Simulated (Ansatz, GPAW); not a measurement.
# BN in line between two Rh chains: relaxation, then transmission at several levels, part 3 of 4

Aim: the conductance of BN in line between two Rh chains after relaxation, and whether geometry, basis or functional moves it most.

GPAW 26.7.0 and Ansatz 0.2.0; Ansatz plane waves; relaxation of the junction with the lead ends held (the session's first sound run).

So far, transmission at the Fermi level (one spin): step 3 (plane-wave reference (PBE)) 1.31. Also open channels of the lead at the Fermi level (one spin): step 3 4.

## 4. GPAW, dzp

Localised orbitals split the wire into layers that couple to their neighbours alone, which is what the Green's function method needs; double zeta with polarisation is the usual level for numbers.

This step: GPAW LCAO, PAW setups; Landauer transmission from Green's functions with principal layers (ASE), zero bias (GPAW 26.7.0).

run.py

```python
import json
import numpy as np
from ase import Atoms
from ase.transport.calculators import TransportCalculator
from gpaw import GPAW, FermiDirac
from gpaw.lcao.tools import get_lcao_hamiltonian
from scipy.linalg import eigh

# The junction with lead layers at both ends, along the third cell vector
device = Atoms(
    ['Rh', 'Rh', 'Rh', 'Rh', 'Rh', 'Rh', 'Rh', 'Rh', 'B', 'N', 'Rh', 'Rh', 'Rh', 'Rh', 'Rh', 'Rh', 'Rh', 'Rh'],
    positions=[
        [4.50000, 4.50000, 1.15000],
        [4.50000, 4.50000, 3.45000],
        [4.50000, 4.50000, 5.75000],
        [4.50000, 4.50000, 8.05000],
        [4.50000, 4.50000, 10.35000],
        [4.50000, 4.50000, 12.65000],
        [4.60416, 4.25866, 14.92431],
        [4.22737, 5.26944, 17.07334],
        [4.47588, 4.62082, 18.92190],
        [4.52741, 4.49374, 20.25373],
        [4.52459, 4.48248, 22.13899],
        [4.55599, 4.49576, 24.37212],
        [4.50000, 4.50000, 26.77500],
        [4.50000, 4.50000, 29.07500],
        [4.50000, 4.50000, 31.37500],
        [4.50000, 4.50000, 33.67500],
        [4.50000, 4.50000, 35.97500],
        [4.50000, 4.50000, 38.27500]],
    cell=[[9.0, 0.0, 0.0], [0.0, 9.0, 0.0], [0.0, 0.0, 39.425]],
    pbc=True)

# One principal layer of the lead: the first 5 atoms of the device
lead = Atoms(
    ['Rh', 'Rh', 'Rh', 'Rh', 'Rh'],
    positions=[
        [4.50000, 4.50000, 1.15000],
        [4.50000, 4.50000, 3.45000],
        [4.50000, 4.50000, 5.75000],
        [4.50000, 4.50000, 8.05000],
        [4.50000, 4.50000, 10.35000]],
    cell=[[9.0, 0.0, 0.0], [0.0, 9.0, 0.0], [0.0, 0.0, 11.5]],
    pbc=True)

settings = dict(mode='lcao', basis='dzp', xc='PBE', h=0.18,
                occupations=FermiDirac(0.1), maxiter=250,
                mixer=dict(beta=0.1, nmaxold=8, weight=100.0),
                convergence=dict(density=0.0001))
energies = np.arange(-2, 2 + 1e-9, 0.025)
eta = 0.0001
n1, n2 = 1, 1
# k and -k transmit alike, so half of the mesh across the current serves
mesh = [(i, j) for i in range(n1) for j in range(n2) if (i, j) <= (-i % n1, -j % n2)]
weights = np.array([1 if (i, j) == (-i % n1, -j % n2) else 2 for i, j in mesh]) / (n1 * n2)


def ground_state(atoms, size, txt):
    atoms.calc = GPAW(kpts={'size': size, 'gamma': True}, symmetry={'tolerance': 1e-3}, txt=txt, **settings)
    atoms.get_potential_energy()
    return atoms.calc.get_fermi_level()


def blocks(atoms, fermi, points, nz, cells):
    """H - E_F S and S between cell 0 and the cells above it, at each point across the current."""
    kz = np.arange(nz) / nz
    calc = atoms.calc.fixed_density(kpts=[(*k, z) for k in points for z in kz], symmetry='off', txt=None)
    H, S = get_lcao_hamiltonian(calc)
    H = (H - fermi * S).reshape(len(H), len(points), nz, *S.shape[1:])
    S = S.reshape(H.shape[1:])
    phases = [np.exp(-2j * np.pi * kz * R) / nz for R in cells]
    return [(np.einsum('skzij,z->ksij', H, p), np.einsum('kzij,z->kij', S, p)) for p in phases]


def pair(a, b):
    return np.block([[a, b], [b.T.conj(), a]])


def count_channels(h, s, cells, nk=240):
    """Half the number of times that the lead's bands cross each energy, unfolded to its shortest repeat."""
    b = len(h) // cells
    bands = []
    for k in (np.arange(nk + 1) + 0.5) / nk:
        hk, sk = h[:b, :b].copy(), s[:b, :b].copy()
        for R in range(1, cells):
            phase, block = np.exp(2j * np.pi * k * R), slice(R * b, (R + 1) * b)
            hk += h[:b, block] * phase + (h[:b, block] * phase).T.conj()
            sk += s[:b, block] * phase + (s[:b, block] * phase).T.conj()
        w, u = eigh(sk)
        x = u[:, w > 1e-5] / w[w > 1e-5]**0.5  # drop near-dependent combinations
        bands.append(np.r_[eigh(x.T.conj() @ hk @ x, eigvals_only=True), [1e9] * (w <= 1e-5).sum()])
    below = np.array(bands)[:, :, None] < energies
    return (below[1:] != below[:-1]).sum((0, 1)) / 2


fermi_lead = ground_state(lead, (1, 1, 10), 'lead.txt')
fermi_device = ground_state(device, (1, 1, 2), 'device.txt')
T, channels, eigen, tail, misfit, shifts = [], [], [], 0.0, 0.0, []
for first in range(0, len(mesh), 342):
    points = [(i / n1, j / n2) for i, j in mesh[first:first + 342]]
    (H0k, S0k), (H1k, S1k), (H2k, _) = blocks(lead, fermi_lead, points, 5, range(3))
    [(Hk, Sk)] = blocks(device, fermi_device, points, 2, [0])
    tail = max(tail, abs(H2k).max())
    for H0, S0, H1, S1, H, S in zip(H0k, S0k, H1k, S1k, Hk, Sk):
        n = len(S0)
        # Shift the lead onto the potential of the device's first layer
        shift = ((H[:, 0, 0] - H0[:, 0, 0]) / S0[0, 0]).real.mean()
        shifts.append(shift)
        misfit = max(misfit, abs(H[:, :n, :n] - H0 - shift * S0).max())
        Tk, Ck, Ek = [], [], []
        for s in range(len(H)):
            t = s % len(H0)  # a lead without moments serves both spins
            h1, s1 = pair(H0[t] + shift * S0, H1[t] + shift * S1), pair(S0, S1)
            leads = dict(h1=h1, s1=s1, energies=energies, eta=eta, eta1=eta, eta2=eta)
            calc = TransportCalculator(h=H[s], s=S, eigenchannels=3, **leads)
            Tk.append(calc.get_transmission())
            Ek.append(np.sort(calc.eigenchannels_ne, axis=0)[::-1])
            Ck.append(count_channels(h1, s1, 10))
        T.append(Tk)
        channels.append(Ck)
        eigen.append(Ek)
T, channels = np.array(T), np.array(channels)
mean, open_channels = np.einsum('kse,k->se', T, weights), np.einsum('kse,k->se', channels, weights)

print(f'basis functions: device {len(S)}, principal layer {n}')
print(f'Fermi level: lead {fermi_lead:.4f} eV, device {fermi_device:.4f} eV; lead shifted by {np.mean(shifts):.4f} eV')
print(f'largest coupling past the next layer {tail:.2e} eV, largest misfit of the first layer {misfit:.3f} eV')
print('  E-E_F (eV)   ' + 'T (one spin)  channels')
for e, t, c in zip(energies, mean.T, open_channels.T):
    print(f'{e:10.3f}  ', *[f'{x:11.4e}' for x in t], *[f'{x:9.4f}' for x in c])

kT = 8.617333e-5 * 300
fine = np.linspace(energies[0], energies[-1], 4001)
both = np.exp(np.interp(fine, energies, np.log(np.maximum(mean.sum(0) * 2 / len(mean), 1e-30))))
fermi = lambda mu: 1 / (1 + np.exp(np.clip((fine - mu) / kT, -200, 200)))
slope = fermi(0) * (1 - fermi(0)) / kT
G = np.trapezoid(both * slope, fine) / 2
seebeck = -np.trapezoid(both * slope * fine, fine) / (2 * G * 300) * 1e6
print(f'conductance at 300 K: {G:.5g} G0 a cell; thermopower {seebeck:.4g} uV/K')
bias = [0.1, 0.2, 0.5, 1.0, 1.5, 2.0]
current = [38.74 * np.trapezoid(both * (fermi(V / 2) - fermi(-V / 2)), fine) for V in bias]
for V, I in zip(bias, current):
    print(f'current from the zero-bias T(E) at {V} V: {I:.5g} uA')
zero = abs(energies).argmin()
json.dump(dict(energies=energies.tolist(), T=mean.tolist(), channels=open_channels.tolist(), G=G, seebeck=seebeck,
               bias=bias, current=current, tail=tail, misfit=misfit, shift=np.mean(shifts), n_device=len(S), n_lead=n,
               fermi=[fermi_lead, fermi_device], energy=device.get_potential_energy(),
               moments=device.get_magnetic_moments().tolist(), mesh=mesh, weights=weights.tolist(),
               T_k=T[:, :, zero].tolist(), eigen=np.array(eigen[0]).tolist()), open('result.json', 'w'))
```

Run with:

```
OMP_NUM_THREADS=1 OPENBLAS_NUM_THREADS=1 python run.py
```

What it wrote:

```text
basis functions: device 458, principal layer 135
Fermi level: lead -3.7261 eV, device -3.7878 eV; lead shifted by -0.0007 eV
largest coupling past the next layer 2.07e-04 eV, largest misfit of the first layer 0.065 eV
  E-E_F (eV)   T (one spin)  [channel counts left out]
    -2.000    1.3351e+00
    -1.975    1.3247e+00
    -1.950    1.3157e+00
    -1.925    1.3077e+00
    -1.900    1.3007e+00
    -1.875    1.2944e+00
    -1.850    1.2884e+00
    -1.825    1.2825e+00
    -1.800    1.2765e+00
    -1.775    1.2700e+00
    -1.750    1.2629e+00
    -1.725    1.2549e+00
    -1.700    1.2461e+00
    -1.675    1.2364e+00
    -1.650    1.2259e+00
    -1.625    1.2146e+00
[...]
1.825    6.6741e-02
     1.850    6.6554e-02
     1.875    6.6405e-02
     1.900    6.6294e-02
     1.925    6.6220e-02
     1.950    6.6185e-02
     1.975    6.6189e-02
     2.000    6.6234e-02
conductance at 300 K: 1.3932 G0 a cell; thermopower 10.72 uV/K
current from the zero-bias T(E) at 0.1 V: 10.793 uA
current from the zero-bias T(E) at 0.2 V: 21.442 uA
current from the zero-bias T(E) at 0.5 V: 50.839 uA
current from the zero-bias T(E) at 1.0 V: 93.23 uA
current from the zero-bias T(E) at 1.5 V: 136.43 uA
current from the zero-bias T(E) at 2.0 V: 173.67 uA
```

Run time: 6.7 min. Hardware: 1 thread of Intel Xeon 6975P-C (Granite Rapids), shared host; peak memory 2.4 GiB.

Numbers from this step:

```
conductance                                    : 1.393 G₀
largest coupling past the next principal layer : 2.07e-4 eV
largest misfit of the first principal layer    : 0.06519 eV
shift that aligns the lead                     : -6.75e-4 eV
basis functions of the junction                : 458
basis functions of a principal layer           : 135
transmission at the Fermi level (one spin)     : 1.377
```

One spin. The transmission, zone mean by energy, zero at the Fermi level:

```
energy (eV)  transmission, zone mean
     -2.000                     1.34
     -1.800                     1.28
     -1.600                     1.20
     -1.400                     1.11
     -1.200                     1.06
     -1.000                     1.35
     -0.800                     1.61
     -0.725                     1.65
     -0.600                     1.48
     -0.400                     1.18
     -0.200                     1.37
     -0.050                     1.61
      0.000                     1.38
      0.200                     1.10
      0.400                    0.945
      0.600                    0.767
      0.800                    0.525
      1.000                    0.254
      1.200                   0.0884
      1.400                   0.0758
      1.600                   0.0702
      1.800                   0.0670
      2.000                   0.0662
```

Not self-consistent under bias; the bias window is split evenly. Current through one cell, from the zero-bias transmission against bias:

```
bias (V)  current through one cell, from the zero-bias transmission (μA)
   0.100                                                            10.8
   0.200                                                            21.4
   0.500                                                            50.8
   1.000                                                            93.2
   1.500                                                             136
   2.000                                                             174
```

The transmission of the three most open eigenchannels by energy, zero at the Fermi level:

```
energy (eV)  channel 1  channel 2  channel 3
     -2.000      0.658      0.633     0.0439
     -1.800      0.687      0.542     0.0476
     -1.600      0.674      0.474     0.0546
     -1.400      0.600      0.443     0.0666
     -1.200      0.551      0.409     0.0956
     -1.000      0.704      0.544      0.107
     -0.800      0.907      0.631     0.0689
     -0.600      0.715      0.704     0.0559
     -0.400      0.661      0.445     0.0708
     -0.200      0.668      0.571      0.128
      0.000      0.657      0.400      0.319
      0.200      0.563      0.289      0.250
      0.400      0.550      0.244      0.150
      0.600      0.490      0.196     0.0803
      0.800      0.366      0.125     0.0338
      1.000      0.212     0.0353    0.00652
      1.200     0.0884     9.0e-8    5.8e-12
      1.400     0.0758     9.2e-8          0
      1.600     0.0702     9.3e-8          0
      1.800     0.0670     9.5e-8          0
      2.000     0.0662     9.6e-8          0
```

At the Fermi level T is 1.38 against 1.31 in plane waves. Couplings past the next layer reach 2.1e-4 eV, small enough to drop; the matrix elements of the cell's first layer differ from the bulk lead's by up to 0.065 eV. That layer keeps its own values in the calculation, and only beyond it is the lead taken as perfect. The Fermi levels of lead and junction count from different zeros of potential, one for each periodic cell; with both set to zero, the small remaining shift is what aligns them. By hand: G = 1.393 × 77.48 μS = 108 μS, a resistance of 9.26 kΩ; at 0.1 V a linear junction would pass 10.8 μA, and the integral over the bias window gives 10.8 μA.

## 5. GPAW, szp: basis = "szp(dzp)"

One radial function a shell plus polarisation makes the matrices smaller; the question is what that costs.

run.py, as its differences from that of step 4:

```diff
@@ -45,3 +45,3 @@
 
-settings = dict(mode='lcao', basis='dzp', xc='PBE', h=0.18,
+settings = dict(mode='lcao', basis='szp(dzp)', xc='PBE', h=0.18,
                 occupations=FermiDirac(0.1), maxiter=250,
```

What it wrote:

```text
basis functions: device 258, principal layer 75
Fermi level: lead -3.6284 eV, device -3.7423 eV; lead shifted by 0.0002 eV
largest coupling past the next layer 2.08e-04 eV, largest misfit of the first layer 0.062 eV
  E-E_F (eV)   T (one spin)  [channel counts left out]
    -2.000    1.3594e+00
    -1.975    1.3491e+00
    -1.950    1.3402e+00
[...]
1.975    6.2484e-02
     2.000    6.2538e-02
conductance at 300 K: 1.4371 G0 a cell; thermopower 10.03 uV/K
current from the zero-bias T(E) at 0.1 V: 11.105 uA
current from the zero-bias T(E) at 0.2 V: 21.959 uA
current from the zero-bias T(E) at 0.5 V: 51.407 uA
current from the zero-bias T(E) at 1.0 V: 92.956 uA
current from the zero-bias T(E) at 1.5 V: 134.86 uA
current from the zero-bias T(E) at 2.0 V: 171.74 uA
```

Run time: 4.2 min. Hardware: 1 thread; peak memory 2.2 GiB.

This step gave:

```
conductance                                    : 1.437 G₀
largest coupling past the next principal layer : 2.08e-4 eV
largest misfit of the first principal layer    : 0.06162 eV
shift that aligns the lead                     : 1.78e-4 eV
basis functions of the junction                : 258
basis functions of a principal layer           : 75
transmission at the Fermi level (one spin)     : 1.433
```

The conductance, 1.44 G₀, lies 3.1 % above that of the dzp run.

## 6. Minimal basis

The minimal basis is the cheapest rung: no second zeta and no polarisation.

run.py, as its differences from that of step 5:

```diff
@@ -45,3 +45,3 @@
 
-settings = dict(mode='lcao', basis='szp(dzp)', xc='PBE', h=0.18,
+settings = dict(mode='lcao', basis='sz(dzp)', xc='PBE', h=0.18,
                 occupations=FermiDirac(0.1), maxiter=250,
```

What it wrote:

```text
basis functions: device 200, principal layer 60
Fermi level: lead -3.6411 eV, device -3.7612 eV; lead shifted by -0.0002 eV
largest coupling past the next layer 2.07e-04 eV, largest misfit of the first layer 0.045 eV
  E-E_F (eV)   T (one spin)  [channel counts left out]
    -2.000    1.2254e+00
    -1.975    1.2187e+00
    -1.950    1.2134e+00
[...]
1.975    6.5609e-02
     2.000    6.5836e-02
conductance at 300 K: 1.4797 G0 a cell; thermopower 9.812 uV/K
current from the zero-bias T(E) at 0.1 V: 11.429 uA
current from the zero-bias T(E) at 0.2 V: 22.585 uA
current from the zero-bias T(E) at 0.5 V: 53.007 uA
current from the zero-bias T(E) at 1.0 V: 97.014 uA
current from the zero-bias T(E) at 1.5 V: 141.61 uA
current from the zero-bias T(E) at 2.0 V: 178.92 uA
```

Wall time 3.5 min (1 thread); peak memory 2.1 GiB.

Numbers from this step:

- conductance: 1.480 G₀
- largest coupling past the next principal layer: 2.07e-4 eV
- largest misfit of the first principal layer: 0.04458 eV
- shift that aligns the lead: -1.81e-4 eV
- basis functions of the junction: 200
- basis functions of a principal layer: 60
- transmission at the Fermi level (one spin): 1.476

One spin. Table of transmission, zone mean by energy, zero at the Fermi level:

```
energy (eV)  transmission, zone mean
     -2.000                     1.23
     -1.800                     1.20
     -1.600                     1.15
     -1.400                     1.10
     -1.200                     1.08
     -1.000                     1.39
     -0.800                     1.66
     -0.725                     1.72
     -0.600                     1.60
     -0.400                     1.27
     -0.200                     1.41
     -0.050                     1.66
      0.000                     1.48
      0.200                     1.14
      0.400                    0.942
      0.600                    0.737
      0.800                    0.477
      1.000                    0.206
      1.200                   0.0814
      1.400                   0.0717
      1.600                   0.0669
      1.800                   0.0651
      2.000                   0.0658
```

The conductance, 1.48 G₀, lies 6.2 % above that of the dzp run.

## 7. LDA in the dzp basis: xc = "LDA"

Back in the dzp basis, the functional changes from PBE to LDA, to set the spread between functionals beside that between bases.

run.py, as its differences from that of step 6:

```diff
@@ -45,3 +45,3 @@
 
-settings = dict(mode='lcao', basis='sz(dzp)', xc='PBE', h=0.18,
+settings = dict(mode='lcao', basis='dzp', xc='LDA', h=0.18,
                 occupations=FermiDirac(0.1), maxiter=250,
```

What it wrote:

```text
basis functions: device 458, principal layer 135
Fermi level: lead -4.0647 eV, device -4.1210 eV; lead shifted by -0.0006 eV
largest coupling past the next layer 2.18e-04 eV, largest misfit of the first layer 0.065 eV
  E-E_F (eV)   T (one spin)  [channel counts left out]
    -2.000    1.2960e+00
    -1.975    1.2863e+00
    -1.950    1.2778e+00
[...]
1.975    5.8820e-02
     2.000    5.8851e-02
conductance at 300 K: 1.4133 G0 a cell; thermopower 11.57 uV/K
current from the zero-bias T(E) at 0.1 V: 10.927 uA
current from the zero-bias T(E) at 0.2 V: 21.645 uA
current from the zero-bias T(E) at 0.5 V: 51.161 uA
current from the zero-bias T(E) at 1.0 V: 94.027 uA
current from the zero-bias T(E) at 1.5 V: 137.92 uA
current from the zero-bias T(E) at 2.0 V: 174.78 uA
```

It took 5.3 min on 1 thread; peak memory 2.3 GiB.

This step gave:

| Item | Value |
| --- | --- |
| conductance | 1.413 G₀ |
| largest coupling past the next principal layer | 2.18e-4 eV |
| largest misfit of the first principal layer | 0.06543 eV |
| shift that aligns the lead | -5.72e-4 eV |
| basis functions of the junction | 458 |
| basis functions of a principal layer | 135 |
| transmission at the Fermi level (one spin) | 1.397 |

One spin. The transmission, zone mean by energy, zero at the Fermi level:

```
energy (eV)  transmission, zone mean
     -2.000                     1.30
     -1.800                     1.24
     -1.600                     1.17
     -1.400                     1.08
     -1.200                     1.04
     -1.000                     1.31
     -0.800                     1.59
     -0.700                     1.67
     -0.600                     1.54
     -0.400                     1.22
     -0.200                     1.38
     -0.050                     1.61
      0.000                     1.40
      0.200                     1.09
      0.400                    0.931
      0.600                    0.756
      0.800                    0.523
      1.000                    0.259
      1.200                   0.0781
      1.400                   0.0678
      1.600                   0.0624
      1.800                   0.0596
      2.000                   0.0589
```

The conductance, 1.41 G₀, lies 1.4 % above that of the dzp run.

(Part 3 of 4 ends here.)

[Logs are printed without paths, hosts, clocks, repeated set-up lines and the standing remarks that a program may print on its own settings, such as how far it seeks lower states.]

[Hosts, paths, dates, database ids (printed as entryN), source tags and the programs' standing remarks are cut or masked in the printed files.]
